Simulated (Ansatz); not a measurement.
## How stiff is this cell of InSb?

Cell: an entry of the Crystallography Open Database (COD) whose atoms were relaxed with PBE, the cell held.

```
In Sb
1.0
     5.35700    0.00000    0.00000
     0.00000    5.71200    0.00000
     0.00000    0.00000    3.06300
In Sb
2 2
Direct
  0.00000 0.00000 0.17224
  0.50000 0.50000 0.82776
  0.50000 0.00000 0.71496
  0.00000 0.50000 0.28504
```

Atom numbers follow the list; atoms alike are taken as one site, whose name carries the number of the first.

Method: Kohn–Sham DFT in Ansatz, PBE, plane waves and PAW, scalar-relativistic, 420 eV cutoff, Γ-centred 9×8×15 k-points, Fermi–Dirac smearing 0.05 eV.

The cell is stretched along z (the third Cartesian axis of the run's cell), x and y held, and the ions relax again each time. Tension counts as positive.

```
strain along z (%)  stress along z (GPa)  stress along x (GPa)
                -3                 -19.9                 -15.6
                -2                 -18.0                 -14.8
                -1                 -16.0                 -13.7
                 0                 -14.2                 -12.5
                +1                 -12.8                 -11.4
                +2                     ?                     ?
                +3                 -10.3                 -10.1
```

Problem. Estimate the row at +2 % from the others.

Solution. stress along z (GPa): -11.6; stress along x (GPa): -10.8. Worked: parabolas through the other 6 rows give -11.4 and -10.8 GPa at +2 %. Their slopes at zero strain are 162 GPa (the stiffness along z) and 96 GPa (the coupling of z to x). They hold at this cell, where the calculated pressure is 13.6 GPa, and with no gap in the run.

All values belong to this cell and structure model.
